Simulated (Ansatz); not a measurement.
# A computed series for CsPbI3: response to strain

Base system: CsPbI₃ in the cubic perovskite structure (space group Pm-3m, No. 221; a = 6.3327 Å). Axes: x, y, z lie along the cube axes.

Strains are applied to the cell and any free atomic positions relax; under biaxial strain the out-of-plane vector relaxes too.

Computed with r2SCAN (Ansatz, a quantum-chemistry and plane-wave program; PAW; 500 eV plane waves; no spin-orbit coupling).

Notes on the quantities. pressure: mean of the normal stresses, compression positive; energy relative to the base: free energy F.

```json
[
 {"change": "base", "pressure": "0.00 GPa", "space group": "Pm-3m (No. 221)", "energy relative to the base": "0 meV/atom", "shortest interatomic distance": "3.166 Å", "gap character": "direct at R"},
 {"change": "biaxial strain −0.96 %, plane normal [001], relaxed out of plane", "pressure": "0.30 GPa", "space group": "P4/mmm (No. 123)", "energy relative to the base": "+1.3 meV/atom", "shortest interatomic distance": "3.136 Å", "gap character": "direct at A"},
 {"change": "biaxial strain +0.81 %, plane normal [001], relaxed out of plane", "pressure": "-0.22 GPa", "space group": "P4/mmm (No. 123)", "energy relative to the base": "+0.9 meV/atom", "shortest interatomic distance": "3.160 Å", "gap character": "direct at A"},
 {"change": "biaxial strain +2.70 %, plane normal [001], relaxed out of plane", "pressure": "-0.65 GPa", "space group": "P4/mmm (No. 123)", "energy relative to the base": "+9.1 meV/atom", "shortest interatomic distance": "3.145 Å", "gap character": "direct at A"},
 {"change": "biaxial strain −0.72 %, plane normal [110], relaxed out of plane", "pressure": "0.14 GPa", "space group": "Cmmm (No. 65)", "energy relative to the base": "+0.5 meV/atom", "shortest interatomic distance": "3.144 Å", "gap character": "direct at T"},
 {"change": "isotropic strain −4.98 %", "pressure": "3.65 GPa", "space group": "Pm-3m (No. 221)", "energy relative to the base": "+71 meV/atom", "shortest interatomic distance": "3.009 Å", "gap character": "direct at R"},
 {"change": "isotropic strain −3.09 %", "pressure": "1.95 GPa", "space group": "Pm-3m (No. 221)", "energy relative to the base": "+25 meV/atom", "shortest interatomic distance": "3.068 Å", "gap character": "direct at R"},
 {"change": "isotropic strain −0.44 %", "pressure": "0.23 GPa", "space group": "Pm-3m (No. 221)", "energy relative to the base": "+0.5 meV/atom", "shortest interatomic distance": "3.152 Å", "gap character": "direct at R"},
 {"change": "uniaxial strain ε_zz = +2.57 %", "pressure": "-0.37 GPa", "space group": "P4/mmm (No. 123)", "energy relative to the base": "+3.7 meV/atom", "shortest interatomic distance": "3.166 Å", "gap character": "direct at A"}
]
```

Spin-orbit coupling, missing from the scalar runs, can matter with I and Pb. Stability against distortions was not tested. Many cubic perovskites are stable only at high temperature; tilts and polar distortions were not tested. This is not the structure that CsPbI3 has at room temperature and ambient pressure. Labels are those of the standard path for the cell's own space group.
